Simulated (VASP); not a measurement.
# AlFe (Pm-3m) in VASP: reference runs

Aim: a first look at AlFe with PBE, on the cell as given and on a disturbed one.

Program: VASP 6.6.1. These are calculated values, not measurements. Logs are shortened: lines on timing, memory, paths and dates and some standing lists are left out, and cuts for length are marked.

### 1 The crystal as given

Symmetry: Pm-3m, No. 221, cubic system. The conventional cell has a = 2.910 Å, b = 2.910 Å, c = 2.910 Å, α = 90.00°, β = 90.00°, γ = 90.00°. Fe (site symmetry m-3m) has 8 Al at 2.52 Å as nearest neighbours. Al (site symmetry m-3m) has 8 Fe at 2.52 Å as nearest neighbours.

### 2 Single point, PBE, collinear spin, ferromagnetic start

File INCAR:

```
PREC = Accurate ; ENCUT = 520
EDIFF = 1E-7 ; ISMEAR = -1
SIGMA = 0.05 ; LREAL = False
LASPH = True ; NELM = 100
ALGO = Normal ; ISIF = 2
LWAVE = False ; LCHARG = False
ISPIN = 2 ; MAGMOM = 3 0
LORBIT = 11 ; LMAXMIX = 4
GGA = PE ; NBANDS = 16
```

File KPOINTS:

```
regular mesh
0
Gamma
  9 9 9
```

File POSCAR:

```
AlFe
1.0
    2.9100000000      0.0000000000      0.0000000000
    0.0000000000      2.9100000000      0.0000000000
    0.0000000000      0.0000000000      2.9100000000
Fe Al
1 1
Direct
    0.5000000000      0.5000000000      0.5000000000
    0.0000000000      0.0000000000      0.0000000000
```

Potentials or basis: VASP PAW PBE potentials, release 64 (Fe, Al).

Run with:

```console
> cat potpaw_PBE.64/Fe/POTCAR potpaw_PBE.64/Al/POTCAR > POTCAR
> mpirun -np 1 vasp_std > vasp.out
```

OUTCAR:

```text
PREC = Accurate
   ENCUT = 520
   EDIFF = 1E-7
   ISMEAR = -1
   LREAL = False
   LASPH = True
   NELM = 100
   ISIF = 2
   ISPIN = 2
   LORBIT = 11
   GGA = PE

 ion  position               nearest neighbor table
   1  0.500  0.500  0.500-   2 2.52   2 2.52   2 2.52   2 2.52   2 2.52   2 2.52   2 2.52   2 2.52

   2  0.000  0.000  0.000-   1 2.52   1 2.52   1 2.52   1 2.52   1 2.52   1 2.52   1 2.52   1 2.52

  LATTYP: Found a simple cubic cell.
 ALAT       =     2.9100000000

  Lattice vectors:

 A1 = (   2.9100000000,   0.0000000000,   0.0000000000)
 A2 = (   0.0000000000,   2.9100000000,   0.0000000000)
 A3 = (   0.0000000000,   0.0000000000,   2.9100000000)

Analysis of symmetry for initial positions (statically):
=====================================================================
 Subroutine PRICEL returns:
 Original cell was already a primitive cell.

 Routine SETGRP: Setting up the symmetry group for a
 simple cubic supercell.

 Subroutine GETGRP returns: Found 48 space group operations
 (whereof 48 operations were pure point group operations)
 out of a pool of 48 trial point group operations.

The static configuration has the point symmetry O_h .

Analysis of symmetry for dynamics (positions and initial velocities):
=====================================================================
 Subroutine PRICEL returns:
 Original cell was already a primitive cell.

 Routine SETGRP: Setting up the symmetry group for a
 simple cubic supercell.

 Subroutine GETGRP returns: Found 48 space group operations
 (whereof 48 operations were pure point group operations)
 out of a pool of 48 trial point group operations.

The dynamic configuration has the point symmetry O_h .

Analysis of structural, dynamic, and magnetic symmetry:
=====================================================================
 Subroutine PRICEL returns:
 Original cell was already a primitive cell.

 Routine SETGRP: Setting up the symmetry group for a
 simple cubic supercell.

 Subroutine GETGRP returns: Found 48 space group operations
 (whereof 48 operations were pure point group operations)
 out of a pool of 48 trial point group operations.

The overall configuration has the point symmetry O_h .

 Subroutine INISYM returns: Found 48 space group operations
 (whereof 48 operations are pure point group operations),
 and found     1 'primitive' translations

----------------------------------------------------------------------------------------

                                     Primitive cell

  volume of cell :      24.6422

  direct lattice vectors                    reciprocal lattice vectors
     2.910000000  0.000000000  0.000000000     0.343642612  0.000000000  0.000000000
     0.000000000  2.910000000  0.000000000     0.000000000  0.343642612  0.000000000
     0.000000000  0.000000000  2.910000000     0.000000000  0.000000000  0.343642612

  length of vectors
     2.910000000  2.910000000  2.910000000     0.343642612  0.343642612  0.343642612

  position of ions in fractional coordinates (direct lattice)
     0.500000000  0.500000000  0.500000000
     0.000000000  0.000000000  0.000000000

  ion indices of the primitive-cell ions
   primitive index   ion index
                 1           1
                 2           2

----------------------------------------------------------------------------------------

 KPOINTS: regular mesh

Automatic generation of k-mesh.
 Grid dimensions read from file:
 generate k-points for:    9    9    9

 Generating k-lattice:

  Cartesian coordinates                     Fractional coordinates (reciprocal lattice)
     0.038182512  0.000000000  0.000000000     0.111111111  0.000000000  0.000000000
     0.000000000  0.038182512  0.000000000     0.000000000  0.111111111  0.000000000
     0.000000000  0.000000000  0.038182512     0.000000000  0.000000000  0.111111111

  Length of vectors
     0.038182512  0.038182512  0.038182512

  Shift w.r.t. Gamma in fractional coordinates (k-lattice)
     0.000000000  0.000000000  0.000000000

 Subroutine IBZKPT returns following result:
 ===========================================

 Found     35 irreducible k-points:

 Following reciprocal coordinates:
            Coordinates               Weight
  0.000000  0.000000  0.000000      1.000000
  0.111111  0.000000  0.000000      6.000000
  0.222222  0.000000  0.000000      6.000000
  0.333333  0.000000  0.000000      6.000000
  0.444444  0.000000  0.000000      6.000000
  0.111111  0.111111  0.000000     12.000000
[... 27 lines left out ...]
  0.444444  0.444444  0.333333     24.000000
  0.444444  0.444444  0.444444      8.000000
   k-points           NKPTS =     35   k-points in BZ     NKDIM =     35   number of bands    NBANDS=     16
   number of dos      NEDOS =    301   number of ions     NIONS =      2
   total plane-waves  NPLWV =  13824
   dimension x,y,z NGX =    24 NGY =   24 NGZ =   24
   dimension x,y,z NGXF=    48 NGYF=   48 NGZF=   48
   ions per type =               1   1
   NGX,Y,Z   is equivalent  to a cutoff of  13.71, 13.71, 13.71 a.u.
   NGXF,Y,Z  is equivalent  to a cutoff of  27.42, 27.42, 27.42 a.u.
 SYSTEM =  unknown system
   PREC   = accura    normal or accurate (medium, high low for compatibility)
   ISTART =      0    job   : 0-new  1-cont  2-samecut
   ICHARG =      2    charge: 1-file 2-atom 10-const
   ISPIN  =      2    spin polarized calculation?
   LNONCOLLINEAR =      F non collinear calculations
   LSORBIT =      F    spin-orbit coupling
   LASPH  =      T    aspherical Exc in radial PAW
   ENCUT  =  520.0 eV  38.22 Ry    6.18 a.u.   5.41  5.41  5.41*2*pi/ulx,y,z
   NELM   =    100;   NELMIN=  2; NELMDL= -5     # of ELM steps
   EDIFF  = 0.1E-06   stopping-criterion for ELM
   LREAL  =      F    real-space projection
   EDIFFG = 0.1E-05   stopping-criterion for IOM
   NSW    =      0    number of steps for IOM
   IBRION =     -1    ionic relax: 0-MD 1-quasi-New 2-CG
   NFREE  =      0    steps in history (QN), initial steepest desc. (CG)
   ISIF   =      2    stress and relaxation
   ISYM   =      2    0-nonsym 1-usesym 2-fastsym
   POTIM  = 0.5000    time-step for ionic-motion
   TEBEG  =    0.0;   TEEND  =   0.0 temperature during run
   PSTRESS=    0.0 pullay stress
   NELECT =      11.0000    total number of electrons
   NUPDOWN=      -1.0000    fix difference up-down
   EMIN   =  10.00;   EMAX   =-10.00  energy-range for DOS
   EFERMI =   0.00;   METHOD = LEGACY
   ISMEAR =    -1;   SIGMA  =   0.05  broadening in eV -4-tet -1-fermi 0-gaus
   EFERMI_NEDOS =   21; number of points for ismear=-14 and -15
   IALGO  =     38    algorithm
   IMIX   =      4    mixing-type and parameters
     AMIX     =   0.40;   BMIX     =  1.00
     AMIX_MAG =   1.60;   BMIX_MAG =  1.00
  volume/ion in A,a.u.               =      12.32        83.15
  Fermi-wavevector in a.u.,A,eV,Ry     =   1.251160  2.364349 21.298567  1.565401
  Thomas-Fermi vector in A             =   2.385120
   LORBIT       =     11    0 simple, 1 ext, 2 COOP (PROOUT), +10 PAW based schemes
   GGA     = PE    functional components
   LHFCALC =     F    Hartree Fock is set to
   AEXX    =    0.0000 exact exchange contribution
   IVDW    =     0    specifies the selected vdW correction
   LEPSILON=     F    determine dielectric tensor
   LRPA    =     F    only Hartree local field effects (RPA)
 spin polarized calculation
  energy-cutoff  :      520.00
  volume of cell :       24.64
 maximum number of plane-waves:       691
 NGX is ok and might be reduce to    24
   NGX = 11   NGY = 11   NGZ = 11

 number of electron      10.9999994 magnetization       0.6521171

 Free energy of the ion-electron system (eV)
  ---------------------------------------------------
  ext. energy  EPLUGINS =         0.00000000
  ---------------------------------------------------
  free energy    TOTEN  =       -12.64192417 eV

  energy without entropy =      -12.62290343  energy(sigma->0) =      -12.63241380

 E-fermi :   7.6371     XC(G=0): -11.9721

 val. band max:        7.6100595093   @ k =   0.4444   0.4444   0.2222
 cond. band min:       7.6468313939   @ k =   0.4444   0.2222   0.1111
 fundamental gap:      0.0367718846
 Fermi energy:         7.6371221736

 spin component 1

 k-point     1 :       0.0000    0.0000    0.0000
  band No.  band energies     occupation
      1      -2.5568      1.00000
      2       5.2756      1.00000
      3       5.2757      1.00000
      4       7.2466      0.99959
      5       7.2466      0.99959
      6       7.2466      0.99959
[... 8 lines left out ...]
     15      28.9499      0.00000
     16      30.8837      0.00000
[... 628 lines left out ...]
 k-point    35 :       0.4444    0.4444    0.4444
  band No.  band energies     occupation
      1       3.9785      1.00000
      2       4.2343      1.00000
      3       4.2343      1.00000
      4       7.9029      0.00489
      5       7.9029      0.00489
      6       9.4388      0.00000
[... 8 lines left out ...]
     15      34.2419      0.00000
     16      37.9350      0.00000
 Fermi energy:         7.6371221736

 spin component 2

 k-point     1 :       0.0000    0.0000    0.0000
  band No.  band energies     occupation
      1      -2.5636      1.00000
      2       5.5946      1.00000
      3       5.5946      1.00000
      4       8.0648      0.00019
      5       8.0649      0.00019
      6       8.0649      0.00019
[... 8 lines left out ...]
     15      28.9840      0.00000
     16      30.8491      0.00000
[... 628 lines left out ...]
 k-point    35 :       0.4444    0.4444    0.4444
  band No.  band energies     occupation
      1       4.3259      1.00000
      2       4.6341      1.00000
      3       4.6341      1.00000
      4       8.3469      0.00000
      5       8.3469      0.00000
      6       9.6181      0.00000
[... 8 lines left out ...]
     15      34.1288      0.00000
     16      37.8986      0.00000

------------------------ aborting loop because EDIFF is reached ----------------------------------------

  FORCE on cell =-STRESS in cart. coord.  units (eV):
  Direction    XX          YY          ZZ          XY          YZ          ZX
  --------------------------------------------------------------------------------------
  -------------------------------------------------------------------------------------
  Total       -0.9455774     -0.9455774     -0.9455774      0.0000000      0.0000000      0.0000000
  in kB      -61.4792676    -61.4792676    -61.4792676      0.0000000      0.0000000      0.0000000
  external PRESSURE =     -61.4792676 kB  Pullay stress =       0.0000000 kB

 VOLUME and BASIS-vectors are now :
 -----------------------------------------------------------------------------
  energy-cutoff  :      520.00
  volume of cell :       24.64
      direct lattice vectors                 reciprocal lattice vectors
     2.910000000  0.000000000  0.000000000     0.343642612  0.000000000  0.000000000
     0.000000000  2.910000000  0.000000000     0.000000000  0.343642612  0.000000000
     0.000000000  0.000000000  2.910000000     0.000000000  0.000000000  0.343642612

 POSITION                                       TOTAL-FORCE (eV/Angst)
 -----------------------------------------------------------------------------------
      1.45500      1.45500      1.45500         0.000000      0.000000      0.000000
      0.00000      0.00000      0.00000         0.000000      0.000000      0.000000
 -----------------------------------------------------------------------------------
    total drift:                                0.000000     -0.000000     -0.000000

  FREE ENERGIE OF THE ION-ELECTRON SYSTEM (eV)
  ---------------------------------------------------
  free  energy   TOTEN  =       -12.6419241678 eV

  energy  without entropy=      -12.6229034258  energy(sigma->0) =      -12.63241380

 total charge

# of ion       s       p       d       tot
------------------------------------------
    1        0.417   0.474   6.451   7.342
    2        0.395   0.420   0.000   0.815
--------------------------------------------------
tot          0.812   0.894   6.451   8.157

 magnetization (x)

# of ion       s       p       d       tot
------------------------------------------
    1       -0.001   0.004   0.698   0.701
    2       -0.008  -0.016   0.000  -0.024
--------------------------------------------------
tot         -0.009  -0.012   0.698   0.677
```

It took 27 s on 1 thread of Intel Xeon Platinum 8559C (Emerald Rapids), shared host; peak memory 0.15 GiB.

Results:

```yaml
Free_energy: -12.6419 eV
Pressure: -6.1 GPa
Band_gap_on_the_k_mesh: none (metal or under the smearing width)
Net_moment: 0.65 μB per cell
Site_moments: Fe +0.70; Al -0.02 μB
Valence_electrons_inside_the_program's_atomic_spheres: Fe 7.34; Al 0.81
```

### 3 Single point, PBE, collinear spin, ferromagnetic start (atoms moved at random, drawn with an rms of 0.05 Å)

File INCAR:

```
PREC     = Accurate       # precision mode
ENCUT    = 520            # plane-wave cutoff, eV
EDIFF    = 1E-7           # SCF threshold, eV
ISMEAR   = -1             # smearing method
SIGMA    = 0.05           # smearing width, eV
LREAL    = False          # projectors in reciprocal space
LASPH    = True           # aspherical terms in the spheres
NELM     = 120            # most SCF steps
ALGO     = Normal         # electronic algorithm
ISIF     = 2              # what is computed and relaxed
LWAVE    = False          # write WAVECAR
LCHARG   = True           # write CHGCAR
ISPIN    = 2              # spin polarisation
MAGMOM   = 3 0            # initial moments
LORBIT   = 11             # projections on sites
LMAXMIX  = 4              # l up to which the mixer works
GGA      = PE             # functional
LELF     = True           # ELF
LVHAR    = True         
NBANDS   = 16             # bands
```

File KPOINTS:

```
Automatic mesh
0
Gamma
  9 9 9
```

File POSCAR:

```
AlFe
1.0
    2.9100000000      0.0000000000      0.0000000000
    0.0000000000      2.9100000000      0.0000000000
    0.0000000000      0.0000000000      2.9100000000
Fe Al
1 1
Direct
    0.5155890000      0.5065740000      0.4759670000
    0.0170700000      0.0156410000     -0.0109370000
```

Potentials or basis: VASP PAW PBE potentials, release 64 (Fe, Al).

Run with:

```console
> cat potpaw_PBE.64/Fe/POTCAR potpaw_PBE.64/Al/POTCAR > POTCAR
> mpirun -np 1 vasp_std > vasp.out
```

Run time: 2.6 min. Hardware: 1 thread of Intel Xeon Platinum 8559C (Emerald Rapids), shared host; peak memory 0.32 GiB.

It converged, with:

| Item | Value |
| --- | --- |
| Free energy | -12.6343 eV |
| Pressure | -6.0 GPa |
| Largest force | 0.328 eV/Å |
| Band gap on the k mesh | none (metal or under the smearing width) |
| Net moment | 0.65 μB per cell |
| Site moments | Fe +0.70; Al -0.02 μB |
| Valence electrons inside the program's atomic spheres | Fe 7.34; Al 0.82 |

Forces in eV/Å, atoms in the order of the input:
```
Fe   0.030  0.186  0.268
Al  -0.030 -0.186 -0.268
```

Stress tensor (GPa, compression positive):
```
-5.95  0.02  0.02
 0.02 -6.00  0.14
 0.02  0.14 -6.06
```

Levels at points of the mesh, in eV from the Fermi level:
Spin up:
```
           k point  band 3  band 4  band 5  band 6  band 7  band 8  band 9  band 10
(0.00, 0.00, 0.00)   -2.36   -0.39   -0.39   -0.39    6.15    6.15    6.15     9.14
```
Spin down:
```tsv
k point	band 2	band 3	band 4	band 5	band 6	band 7	band 8	band 9
(0.00, 0.00, 0.00)	-2.04	-2.04	0.42	0.43	0.43	6.17	6.17	6.17
```
